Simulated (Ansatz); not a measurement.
# NbN: the cost of one run

Method: DFT PBEsol, scalar-relativistic, plane waves, PAW, in Ansatz 0.2.0.

8 further runs of the same task are left out: 3 that didn't finish, 5 set aside as unsound or not needed.

## 1. Starting point

Symmetry: Fm-3m, No. 225, cubic system. The conventional cell has a = 4.376 Å, b = 4.376 Å, c = 4.376 Å, α = 90.00°, β = 90.00°, γ = 90.00°. Ta (site symmetry m-3m) has 6 N at 2.19 Å in its first shell of neighbours. N (site symmetry m-3m) has 6 Ta at 2.19 Å in its first shell of neighbours.

As a file:

```
CELL_PARAMETERS angstrom
0.00000 2.18784 2.18784
2.18784 0.00000 2.18784
2.18784 2.18784 0.00000
ATOMIC_POSITIONS crystal
Ta 0.50000 0.50000 0.50000
N 0.00000 0.00000 0.00000
```

This cell was relaxed beforehand with the same method: volume 10.47 Å³/atom, gap on the mesh none (metal).

## 2. The film's bulk: NbN

Relaxed beforehand at this level: -2438.1236 eV/atom, gap on the mesh none (metal).

```
Nb N
1.0
     0.00000   -2.19025   -2.19025
     2.19025    0.00000   -2.19025
     2.19025   -2.19025    0.00000
Nb N
1 1
Direct
  0.50000 0.50000 0.50000
  0.00000 0.00000 0.00000
```

The bulk reference of TaN, the base, comes from a run made before at the same settings: -5093.5291 eV/atom.

## 3. NbN strained to the base's plane

The (100) plane of NbN is fitted to the (100) plane of TaN, a strain of -0.1 % along x and -0.1 % along y; the third vector and the atoms relax.

Input file input.yaml:

```yaml
crystal:
  lattice:
    - [3.0940796525, 0.0, 0.0]
    - [0.0, 3.0940796525, 0.0]
    - [1.5470398263, 1.5470398263, 2.1931360146]
  atoms:
    - { symbol: Nb, position: [0.5, 0.5, 0.0] }
    - { symbol: "N", position: [0.0, 0.0, 0.0] }
basis:
  ecutwfc: 420
kpoints:
  mp_grid: { grid: [11, 11, 16] }
hamiltonian:
  xc: pbesol
scf:
  occupations: { method: gaussian, width: 0.1 }
output:
  forces: true
  stress: true
  eigenvalues: true
relax:
  adjacent_minimum: "off"
  f_tol: 0.01
  max_steps: 50
  cell: { fix: [a, b, gamma], stress_tol: 0.1 }
```

Command:

```bash
$ ansatz run input.yaml --threads 2 --pin off --max-ram 5120MiB --backend cpu --events-out ev --progress --plain --runs-dir out
```

What time and memory should one allow on 2 threads of Intel Xeon Platinum 8259CL at 2.50GHz (Skylake/Cascade Lake), shared host?

About 24 s, with a peak of 0.56 GiB.
